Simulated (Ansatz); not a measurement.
Polymorphs of W3C2

The calculation used Ansatz 0.2.0, DFT PBE, scalar-relativistic, plane waves, PAW. All cells share a 420 eV cutoff and Γ-centred k meshes spaced at most 0.3 Å⁻¹ (0.19 for metals, 2π included).

All energies are static (0 K, no zero-point motion). The comparison covers the computed candidates alone. The k mesh leaves about 4 meV/atom of noise in metals. Spin–orbit coupling is left out. No run is spin-polarised.

```json
{"#": "1", "started from": "corundum type", "space group": "R-3c (No. 167)", "atoms": "10", "V (Å³/atom)": "11.8", "ΔE (meV/atom)": "0", "gap on mesh (eV)": "0.00"}
{"#": "2", "started from": "A-type sesquioxide type, changed", "space group": "P-3m1 (No. 164)", "atoms": "5", "V (Å³/atom)": "11.7", "ΔE (meV/atom)": "65", "gap on mesh (eV)": "0.00"}
{"#": "3", "started from": "tetradymite type", "space group": "R-3m (No. 166)", "atoms": "5", "V (Å³/atom)": "11.8", "ΔE (meV/atom)": "90", "gap on mesh (eV)": "0.00"}
```

The lowest structure: Space group R-3c (No. 167), trigonal, a = 5.171 Å, c = 15.345 Å. Around W lie 4 C at 2.11–2.17 Å; C has 6 W at 2.11–2.17 Å. Its energy against the elements is 0.08 eV/atom, so it is unstable even against them. The zero of energy is the lowest elemental structures computed at the same level; no fitted shifts are applied.

```cif
data_structure
_symmetry_space_group_name_H-M 'R-3c:H'
_symmetry_Int_Tables_number 167
_cell_length_a 5.1712
_cell_length_b 5.1712
_cell_length_c 15.3454
_cell_angle_alpha 90.000
_cell_angle_beta 90.000
_cell_angle_gamma 120.000
_cell_volume 355.38
loop_
_atom_site_label
_atom_site_type_symbol
_atom_site_symmetry_multiplicity
_atom_site_Wyckoff_symbol
_atom_site_fract_x
_atom_site_fract_y
_atom_site_fract_z
_atom_site_occupancy
W1 W 18 e 0.99298 0.33333 0.08333 1
C1 C 12 c 0.66667 0.33333 0.17224 1
```

The second: Space group P-3m1 (No. 164), trigonal, a = 3.030 Å, c = 7.391 Å. Around W on Wyckoff site a (1 atom of the primitive cell) lie 6 C at 2.19 Å; W on Wyckoff site d (2 atoms of the primitive cell) has 3 C at 2.12 Å; around C lie 6 W at 2.12–2.19 Å.